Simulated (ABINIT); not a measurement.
**TaN in ABINIT: the effect of target pressure**

The system is TaN.

```
Ta N
1.0
     0.00000    2.21132    2.21132
     2.21132    0.00000    2.21132
     2.21132    2.21132    0.00000
Ta N
1 1
Direct
  0.50000 0.50000 0.50000
  0.00000 0.00000 0.00000
```

The cell comes from a database or a generator and needn't be the stable form of this composition.

Alike in all runs:

| Item | Value |
| --- | --- |
| Program | ABINIT 10.8.3 (patched build) |
| Task | relaxation of cell and atoms |
| Functional | PBE |
| Potentials or basis | JTH PAW PBE v2.0 |
| Cutoff | 707 eV |
| k mesh | 10 × 10 × 10 |
| Occupations | fermi-dirac, width 0.05 eV |
| Spin | no spin polarisation |

Each run relaxes the cell or the atoms first.

| target pressure | relaxed volume (Å³/atom) |
| --- | --- |
| 0 GPa | 10.77 |
| 5 GPa | 10.61 |
| 10 GPa | ? |
| 20 GPa | 10.21 |
| 30 GPa | 9.98 |

What does the run with target pressure 10 GPa give?

Relaxed volume 10.47 Å³/atom.

Worked out: In Murnaghan's law V^(-B') rises as a straight line in P. The other rows fit best with B' = 4.6, V0 = 10.77 Å³/atom and B0 = 330 GPa, which gives 10.47 Å³/atom at 10 GPa, against the run's 10.47.

Caveats: the highest band is partly filled, so the run has too few bands.
